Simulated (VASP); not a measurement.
# As2Pt (Sperrylite) (Pa-3) in VASP: a series of runs

The runs below take As2Pt (Sperrylite) through relaxation of cell and atoms, with PBE+D3(BJ), PBE.

Program: VASP 6.6.1. These are calculated values, not measurements. Logs are shortened: lines on timing, memory, paths and dates and some standing lists are left out, and cuts for length are marked.

## 1. The structure

The structure is cubic, space group Pa-3 (No. 205). The conventional cell has a = 5.992 Å, b = 5.992 Å, c = 5.992 Å, α = 90.00°, β = 90.00°, γ = 90.00°. Around As (site symmetry 3) lie 1 As at 2.43 Å and 3 Pt at 2.50 Å. Around Pt (site symmetry -3) lie 6 As at 2.50 Å.

## 2. Relaxation of cell and atoms, PBE+D3(BJ)

INCAR

```
  ALGO = Normal
  EDIFF = 1E-7
  EDIFFG = -0.005
  ENCUT = 600
  GGA = PE
  IBRION = 2
  ISIF = 3
  ISMEAR = 0
  IVDW = 12
  KPAR = 4
  LASPH = True
  LCHARG = False
  LREAL = False
  LWAVE = False
  NELM = 80
  NSW = 90
  PREC = Accurate
  SIGMA = 0.03
```

KPOINTS

```
k-points
0
Gamma
  6 6 6
```

POSCAR

```
As2Pt                                   
1.0
    5.9915287629     -0.0000000000      0.0000000000
   -0.0000000000      5.9915287629     -0.0000000000
   -0.0000000000     -0.0000000000      5.9915287629
  As              Pt            
     8     4
Direct
     0.3830643087021579    0.3830643087021579    0.3830643087021579
     0.1169356912978421    0.6169356912978422    0.8830643087021578
     0.8830643087021578    0.1169356912978421    0.6169356912978422
     0.6169356912978422    0.8830643087021578    0.1169356912978421
     0.6169356912978422    0.6169356912978422    0.6169356912978422
     0.8830643087021578    0.3830643087021579    0.1169356912978421
     0.1169356912978421    0.8830643087021578    0.3830643087021579
     0.3830643087021579    0.1169356912978421    0.8830643087021578
     0.0000000000000000    1.0000000000000000    0.0000000000000000
     0.5000000000000000    1.0000000000000000    0.5000000000000000
     0.5000000000000000    0.5000000000000000    0.0000000000000000
     0.0000000000000000    0.5000000000000000    0.5000000000000000
```

Potentials or basis: VASP PAW PBE potentials, release 64 (As, Pt).

On the command line:

```
$ cat potpaw_PBE.64/As/POTCAR potpaw_PBE.64/Pt/POTCAR > POTCAR
$ mpirun -np 4 vasp_std > vasp.out
```

OUTCAR:

```text
EDIFF = 1E-7
   EDIFFG = -0.005
   ENCUT = 600
   GGA = PE
   IBRION = 2
   ISIF = 3
   ISMEAR = 0
   IVDW = 12
   LASPH = True
   LREAL = False
   NELM = 80
   NSW = 90
   PREC = Accurate
 IVDW          = 12

 ion  position               nearest neighbor table
   1  0.383  0.383  0.383-   5 2.43  10 2.50  12 2.50  11 2.50
   2  0.117  0.617  0.883-   6 2.43   9 2.50  11 2.50  12 2.50
   3  0.883  0.117  0.617-   7 2.43  10 2.50  12 2.50   9 2.50
   4  0.617  0.883  0.117-   8 2.43   9 2.50  11 2.50  10 2.50
   5  0.617  0.617  0.617-   1 2.43  10 2.50  12 2.50  11 2.50
   6  0.883  0.383  0.117-   2 2.43   9 2.50  11 2.50  12 2.50
   7  0.117  0.883  0.383-   3 2.43  10 2.50  12 2.50   9 2.50
   8  0.383  0.117  0.883-   4 2.43   9 2.50  11 2.50  10 2.50
   9  0.000  0.000  0.000-   2 2.50   4 2.50   6 2.50   8 2.50   7 2.50   3 2.50
  10  0.500  0.000  0.500-   1 2.50   3 2.50   5 2.50   7 2.50   4 2.50   8 2.50
  11  0.500  0.500  0.000-   2 2.50   4 2.50   6 2.50   8 2.50   1 2.50   5 2.50
  12  0.000  0.500  0.500-   1 2.50   3 2.50   5 2.50   7 2.50   6 2.50   2 2.50

  LATTYP: Found a simple cubic cell.
 ALAT       =     5.9915287629

  Lattice vectors:

 A1 = (   5.9915287629,   0.0000000000,   0.0000000000)
 A2 = (   0.0000000000,   5.9915287629,   0.0000000000)
 A3 = (   0.0000000000,   0.0000000000,   5.9915287629)

Analysis of symmetry for initial positions (statically):
=====================================================================
 Subroutine PRICEL returns:
 Original cell was already a primitive cell.

 Routine SETGRP: Setting up the symmetry group for a
 simple cubic supercell.

 Subroutine GETGRP returns: Found 24 space group operations
 (whereof  6 operations were pure point group operations)
 out of a pool of 48 trial point group operations.

The static configuration has the point symmetry S_6 .
 The point group associated with its full space group is T_h .

Analysis of symmetry for dynamics (positions and initial velocities):
=====================================================================
 Subroutine PRICEL returns:
 Original cell was already a primitive cell.

 Routine SETGRP: Setting up the symmetry group for a
 simple cubic supercell.

 Subroutine GETGRP returns: Found 24 space group operations
 (whereof  6 operations were pure point group operations)
 out of a pool of 48 trial point group operations.

The dynamic configuration has the point symmetry S_6 .
 The point group associated with its full space group is T_h .

 Subroutine INISYM returns: Found 24 space group operations
 (whereof  6 operations are pure point group operations),
 and found     1 'primitive' translations

----------------------------------------------------------------------------------------

                                     Primitive cell

  volume of cell :     215.0864

  direct lattice vectors                    reciprocal lattice vectors
     5.991528763  0.000000000  0.000000000     0.166902312  0.000000000  0.000000000
     0.000000000  5.991528763  0.000000000     0.000000000  0.166902312  0.000000000
[... 93 lines left out ...]
   NGXF,Y,Z  is equivalent  to a cutoff of  26.64, 26.64, 26.64 a.u.
 SYSTEM =  unknown system
   PREC   = accura    normal or accurate (medium, high low for compatibility)
   ISTART =      0    job   : 0-new  1-cont  2-samecut
   ICHARG =      2    charge: 1-file 2-atom 10-const
   ISPIN  =      1    spin polarized calculation?
   LNONCOLLINEAR =      F non collinear calculations
   LSORBIT =      F    spin-orbit coupling
   LASPH  =      T    aspherical Exc in radial PAW
   ENCUT  =  600.0 eV  44.10 Ry    6.64 a.u.  11.97 11.97 11.97*2*pi/ulx,y,z
   NELM   =     80;   NELMIN=  2; NELMDL= -5     # of ELM steps
   EDIFF  = 0.1E-06   stopping-criterion for ELM
   LREAL  =      F    real-space projection
   EDIFFG = -.5E-02   stopping-criterion for IOM
   NSW    =     90    number of steps for IOM
   IBRION =      2    ionic relax: 0-MD 1-quasi-New 2-CG
   NFREE  =      1    steps in history (QN), initial steepest desc. (CG)
   ISIF   =      3    stress and relaxation
   ISYM   =      2    0-nonsym 1-usesym 2-fastsym
   POTIM  = 0.5000    time-step for ionic-motion
   TEBEG  =    0.0;   TEEND  =   0.0 temperature during run
   PSTRESS=    0.0 pullay stress
   NELECT =      80.0000    total number of electrons
   NUPDOWN=      -1.0000    fix difference up-down
   EMIN   =  10.00;   EMAX   =-10.00  energy-range for DOS
   EFERMI =   0.00;   METHOD = LEGACY
   ISMEAR =     0;   SIGMA  =   0.03  broadening in eV -4-tet -1-fermi 0-gaus
   EFERMI_NEDOS =   21; number of points for ismear=-14 and -15
   IALGO  =     38    algorithm
   IMIX   =      4    mixing-type and parameters
     AMIX     =   0.40;   BMIX     =  1.00
     AMIX_MAG =   1.60;   BMIX_MAG =  1.00
  volume/ion in A,a.u.               =      17.92       120.96
  Fermi-wavevector in a.u.,A,eV,Ry     =   1.177336  2.224843 18.859316  1.386121
  Thomas-Fermi vector in A             =   2.313685
   LORBIT       =      0    0 simple, 1 ext, 2 COOP (PROOUT), +10 PAW based schemes
   GGA     = PE    functional components
   LHFCALC =     F    Hartree Fock is set to
   AEXX    =    0.0000 exact exchange contribution
   IVDW    =    12    specifies the selected vdW correction
   LEPSILON=     F    determine dielectric tensor
   LRPA    =     F    only Hartree local field effects (RPA)
 conjugate gradient relaxation of ions
 non-spin polarized calculation
 Gauss-broadening in eV      SIGMA  =   0.03
  energy-cutoff  :      600.00
  volume of cell :      215.09
 maximum number of plane-waves:      7208
   NGX = 23   NGY = 23   NGZ = 23

--------------------------------------- Ionic step        1  -------------------------------------------

 number of electron      80.0000012 magnetization

 Free energy of the ion-electron system (eV)
  ---------------------------------------------------
  ext. energy  EPLUGINS =         0.00000000
  ---------------------------------------------------
  free energy    TOTEN  =       -67.88560747 eV

  energy without entropy =      -67.88560747  energy(sigma->0) =      -67.88560747

------------------------ aborting loop because EDIFF is reached ----------------------------------------

 Edisp (eV)   -6.65633

 E8    (eV) :    -2.9093
[... 91 lines left out ...]
--------------------------------------- Ionic step        3  -------------------------------------------

 number of electron      80.0000012 magnetization

 Free energy of the ion-electron system (eV)
  ---------------------------------------------------
  ext. energy  EPLUGINS =         0.00000000
  ---------------------------------------------------
  free energy    TOTEN  =       -67.88736742 eV

  energy without entropy =      -67.88736742  energy(sigma->0) =      -67.88736742

 E-fermi :   7.5636     XC(G=0): -11.2923

 val. band max:        7.4379323333   @ k =   0.3333   0.3333   0.0000
 cond. band min:       7.6876751668   @ k =   0.5000   0.5000   0.5000
 fundamental gap:      0.2497428336
 Fermi energy:         7.5636199943

 k-point     1 :       0.0000    0.0000    0.0000
  band No.  band energies     occupation
      1      -6.7903      2.00000
      2      -4.7796      2.00000
      3      -4.7796      2.00000
      4      -4.7796      2.00000
      5      -2.5894      2.00000
      6      -2.5894      2.00000
[... 1256 lines left out ...]
  FREE ENERGIE OF THE ION-ELECTRON SYSTEM (eV)
  ---------------------------------------------------
  free  energy   TOTEN  =       -74.5419509180 eV

  energy  without entropy=      -74.5419509180  energy(sigma->0) =      -74.54195092

 reached required accuracy - stopping structural energy minimisation
```

OSZICAR:

```text
N       E                     dE             d eps       ncg     rms          rms(c)
DAV:   1     0.473896770385E+03    0.47390E+03   -0.39459E+04  2304   0.168E+03
[... 26 lines left out ...]
DAV:   2    -0.678873871280E+02    0.19830E-03   -0.10077E-03  2384   0.200E-01    0.354E-02
DAV:   3    -0.678873691604E+02    0.17968E-04   -0.65837E-05  2552   0.477E-02    0.171E-02
DAV:   4    -0.678873684117E+02    0.74867E-06   -0.40386E-05  2424   0.197E-02    0.608E-03
DAV:   5    -0.678873670691E+02    0.13425E-05   -0.67771E-06  2472   0.143E-02    0.391E-03
DAV:   6    -0.678873672634E+02   -0.19426E-06   -0.54855E-07  2360   0.336E-03    0.104E-03
DAV:   7    -0.678873674108E+02   -0.14738E-06   -0.31020E-08  1312   0.652E-04    0.354E-04
DAV:   8    -0.678873674247E+02   -0.13958E-07   -0.24429E-08  1296   0.885E-04
   3 F= -.74541951E+02 E0= -.74541951E+02  d E =-.866073E-05
```

Run time: 1.8 min. Hardware: 4 MPI ranks of AMD EPYC 9R45 (Zen 5), shared host; peak memory 0.49 GiB.

What came out:

```yaml
Free_energy: -74.5420 eV
Relaxed_volume: 17.93 Å³/atom
Relaxed_cell: a = 5.992 Å, b = 5.992 Å, c = 5.992 Å, α = 90.00°, β = 90.00°, γ = 90.00°
Space_group_after_relaxing_to_0.05_Å: Pa-3 (No. 205)
Energy_gained_by_relaxing: 0.0 meV/atom
Ionic_steps: 3
Pressure_after_relaxing: 0.0 GPa
Band_gap_on_the_k_mesh: 0.25 eV, indirect (least direct gap 0.97 eV)
Dispersion_energy_per_atom: -0.555 eV
```

Final structure:
```xyz
12
Lattice="5.9921 0.0000 0.0000 0.0000 5.9921 0.0000 0.0000 0.0000 5.9921" Properties=species:S:1:pos:R:3 pbc="T T T"
As    2.2954    2.2954    2.2954
As    0.7007    3.6967    5.2914
As    5.2914    0.7007    3.6967
As    3.6967    5.2914    0.7007
As    3.6967    3.6967    3.6967
As    5.2914    2.2954    0.7007
As    0.7007    5.2914    2.2954
As    2.2954    0.7007    5.2914
Pt    0.0000    0.0000    0.0000
Pt    2.9960    0.0000    2.9960
Pt    2.9960    2.9960    0.0000
Pt    0.0000    2.9960    2.9960
```

Caveat: spin-orbit coupling is left out, which moves the levels of the heavy elements. A k mesh can miss the band edges.

## 3. Relaxation of cell and atoms, PBE

This run uses another cell than the first one, of 17.70 Å³/atom, 0.988 times its volume.

INCAR

```
SYSTEM = As2Pt
ALGO = Normal
EDIFF = 1E-6
EDIFFG = -0.01
ENCUT = 600
GGA = PE
IBRION = 2
ISIF = 3
ISMEAR = 0
KPAR = 4
LASPH = .TRUE.
LCHARG = .FALSE.
LREAL = .FALSE.
LWAVE = .FALSE.
NELM = 80
NSW = 90
PREC = Accurate
SIGMA = 0.03
```

KPOINTS

```
k-points
0
G
  6 6 6
  0 0 0
```

POSCAR

```
As2Pt
1.0
    5.9665000000      0.0000000000      0.0000000000
    0.0000000000      5.9665000000      0.0000000000
    0.0000000000      0.0000000000      5.9665000000
As Pt
8 4
Direct
    0.3830000000      0.3830000000      0.3830000000
    0.1170000000      0.6170000000      0.8830000000
    0.8830000000      0.1170000000      0.6170000000
    0.6170000000      0.8830000000      0.1170000000
    0.6170000000      0.6170000000      0.6170000000
    0.8830000000      0.3830000000      0.1170000000
    0.1170000000      0.8830000000      0.3830000000
    0.3830000000      0.1170000000      0.8830000000
    0.0000000000      0.0000000000      0.0000000000
    0.5000000000      0.0000000000      0.5000000000
    0.5000000000      0.5000000000      0.0000000000
    0.0000000000      0.5000000000      0.5000000000
```

Potentials or basis: VASP PAW PBE potentials, release 64 (As, Pt).

On the command line:

```
$ cat potpaw_PBE.64/As/POTCAR potpaw_PBE.64/Pt/POTCAR > POTCAR
$ mpirun -np 4 vasp_std > vasp.out
```

Run time: 5.3 min. Hardware: 4 MPI ranks of Intel Xeon Platinum 8488C (Sapphire Rapids), shared host; peak memory 0.5 GiB.

The run converged. Its results:

| Item | Value |
| --- | --- |
| Free energy | -67.9950 eV |
| Relaxed volume | 18.53 Å³/atom |
| Relaxed cell | a = 6.058 Å, b = 6.058 Å, c = 6.058 Å, α = 90.00°, β = 90.00°, γ = 90.00° |
| Space group after relaxing (to 0.05 Å) | Pa-3 (No. 205) |
| Energy gained by relaxing | 17.5 meV/atom |
| Ionic steps | 6 |
| Pressure after relaxing | 0.0 GPa |
| Band gap on the k mesh | 0.11 eV, indirect (least direct gap 0.78 eV) |

Step by step:
```
step  energy change (eV)  largest force (eV/Å)  pressure (GPa)  volume (Å³)
   1              0.0000                0.0033            7.09       212.40
   2              0.1674                0.1394           -7.53       237.39
   3             -0.2097                0.0591           -0.10       222.54
   4             -0.2098                0.0578            0.01       222.34
   5             -0.2105                0.0134            0.01       222.37
   6             -0.2106                0.0004            0.02       222.37
```

Final structure:
```xyz
12
Lattice="6.0585 0.0000 0.0000 0.0000 6.0585 0.0000 0.0000 0.0000 6.0585" Properties=species:S:1:pos:R:3 pbc="T T T"
As    2.3222    2.3222    2.3222
As    0.7070    3.7363    5.3514
As    5.3514    0.7070    3.7363
As    3.7363    5.3514    0.7070
As    3.7363    3.7363    3.7363
As    5.3514    2.3222    0.7070
As    0.7070    5.3514    2.3222
As    2.3222    0.7070    5.3514
Pt    0.0000    0.0000    0.0000
Pt    3.0292    0.0000    3.0292
Pt    3.0292    3.0292    0.0000
Pt    0.0000    3.0292    3.0292
```

Levels at points of the mesh, in eV from the valence-band top:
| k point | band 37 | band 38 | band 39 | band 40 | band 41 | band 42 | band 43 | band 44 |
| --- | --- | --- | --- | --- | --- | --- | --- | --- |
| (0.00, 0.00, 0.00) | -2.40 | -0.92 | -0.92 | -0.92 | 0.57 | 0.57 | 0.57 | 1.70 |
| (0.50, 0.00, 0.00) | -1.19 | -1.19 | -0.83 | -0.83 | 1.44 | 1.44 | 1.57 | 1.57 |
| (0.50, 0.50, 0.00) | -0.54 | -0.54 | -0.54 | -0.54 | 1.83 | 1.83 | 1.83 | 1.83 |
| (0.50, 0.50, 0.50) | -0.67 | -0.67 | -0.67 | -0.67 | 0.11 | 0.11 | 0.11 | 0.11 |

Caveat: spin-orbit coupling is left out, which moves the levels of the heavy elements.

## 4. Relaxation of cell and atoms, PBE

This run uses another cell than the first one, of 18.53 Å³/atom, 1.034 times its volume.

Edit INCAR of step 3 so:

```diff
@@ -2,4 +2,4 @@
 ALGO = Normal
-EDIFF = 1E-6
-EDIFFG = -0.01
+EDIFF = 1E-7
+EDIFFG = -0.005
 ENCUT = 600
```

KPOINTS is that of step 3.

POSCAR

```
As2Pt                                   
1.0
    6.0584561381      0.0000000000     -0.0000000000
    0.0000000000      6.0584561381      0.0000000000
    0.0000000000      0.0000000000      6.0584561381
  As              Pt            
     8     4
Direct
     0.3832953093357450    0.3832953093357450    0.3832953093357450
     0.1167046906642550    0.6167046906642549    0.8832953093357451
     0.8832953093357451    0.1167046906642550    0.6167046906642549
     0.6167046906642549    0.8832953093357451    0.1167046906642550
     0.6167046906642549    0.6167046906642549    0.6167046906642549
     0.8832953093357451    0.3832953093357450    0.1167046906642550
     0.1167046906642550    0.8832953093357451    0.3832953093357450
     0.3832953093357450    0.1167046906642550    0.8832953093357451
     0.0000000000000000    0.0000000000000000    0.0000000000000000
     0.5000000000000000    0.0000000000000000    0.5000000000000000
     0.5000000000000000    0.5000000000000000    0.0000000000000000
     0.0000000000000000    0.5000000000000000    0.5000000000000000
```

On the command line:

```
$ cat potpaw_PBE.64/As/POTCAR potpaw_PBE.64/Pt/POTCAR > POTCAR
$ mpirun -np 4 vasp_std > vasp.out
```

Run time: 74 s. Hardware: 4 MPI ranks of Intel Xeon Platinum 8488C (Sapphire Rapids), shared host; peak memory 0.47 GiB.

It converged, with:

- Free energy: -67.9963 eV
- Pressure after relaxing: 0.0 GPa
- Band gap on the k mesh: 0.11 eV, indirect (least direct gap 0.78 eV)

Final structure:
```yaml
crystal:
  lattice:
    - [6.05846, 0.00000, 0.00000]
    - [0.00000, 6.05846, 0.00000]
    - [0.00000, 0.00000, 6.05846]
  atoms:
    - { symbol: As, position: [0.38330, 0.38330, 0.38330] }
    - { symbol: As, position: [0.11670, 0.61670, 0.88330] }
    - { symbol: As, position: [0.88330, 0.11670, 0.61670] }
    - { symbol: As, position: [0.61670, 0.88330, 0.11670] }
    - { symbol: As, position: [0.61670, 0.61670, 0.61670] }
    - { symbol: As, position: [0.88330, 0.38330, 0.11670] }
    - { symbol: As, position: [0.11670, 0.88330, 0.38330] }
    - { symbol: As, position: [0.38330, 0.11670, 0.88330] }
    - { symbol: Pt, position: [0.00000, 0.00000, 0.00000] }
    - { symbol: Pt, position: [0.50000, 0.00000, 0.50000] }
    - { symbol: Pt, position: [0.50000, 0.50000, 0.00000] }
    - { symbol: Pt, position: [0.00000, 0.50000, 0.50000] }
```

Levels at points of the mesh, in eV from the valence-band top:
| k point | band 37 | band 38 | band 39 | band 40 | band 41 | band 42 | band 43 | band 44 |
| --- | --- | --- | --- | --- | --- | --- | --- | --- |
| (0.00, 0.00, 0.00) | -2.40 | -0.92 | -0.92 | -0.92 | 0.57 | 0.57 | 0.57 | 1.70 |
| (0.50, 0.00, 0.00) | -1.19 | -1.19 | -0.83 | -0.83 | 1.44 | 1.44 | 1.57 | 1.57 |
| (0.50, 0.50, 0.00) | -0.54 | -0.54 | -0.54 | -0.54 | 1.83 | 1.83 | 1.83 | 1.83 |
| (0.50, 0.50, 0.50) | -0.67 | -0.67 | -0.67 | -0.67 | 0.11 | 0.11 | 0.11 | 0.11 |

Caveat: the relaxation stopped at its first step, so nothing moved; spin-orbit coupling is left out, which moves the levels of the heavy elements. A k mesh can miss the band edges.
